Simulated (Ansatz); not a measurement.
In PbSe (rock salt type) the Pb atom of the primitive cell, with all its periodic images, is moved by 0.02 Å along x.

```
Pb Se
1.0
     0.00000    3.10500    3.10500
     3.10500    0.00000    3.10500
     3.10500    3.10500    0.00000
Pb Se
1 1
Direct
  0.99678 0.00322 0.00322
  0.50000 0.50000 0.50000
```

Theory: PBE, plane waves, PAW datasets (generated hard set) in Ansatz.

Cutoff 700 eV; k-mesh 8×8×8 Γ-centred; Fermi–Dirac smearing of 0.1 eV; no spin polarisation; no spin–orbit coupling.

**Question.** What force results, and what does it mean for the zone-centre vibration?

**Answer.** The force on it along the displacement is -0.0041 eV/Å, a force constant of 0.21 eV/Å². The energy is nearly flat along this displacement on this mesh.

```tsv
atom	Fx (eV/Å)	Fy (eV/Å)	Fz (eV/Å)
Pb1	-0.0041	0.0000	0.0000
Se2	0.0041	0.0000	0.0000
```

The k-mesh is modest, so these values aren't fully converged in k. Spin–orbit coupling is left out, which matters for 6p elements such as Tl, Pb and Bi.
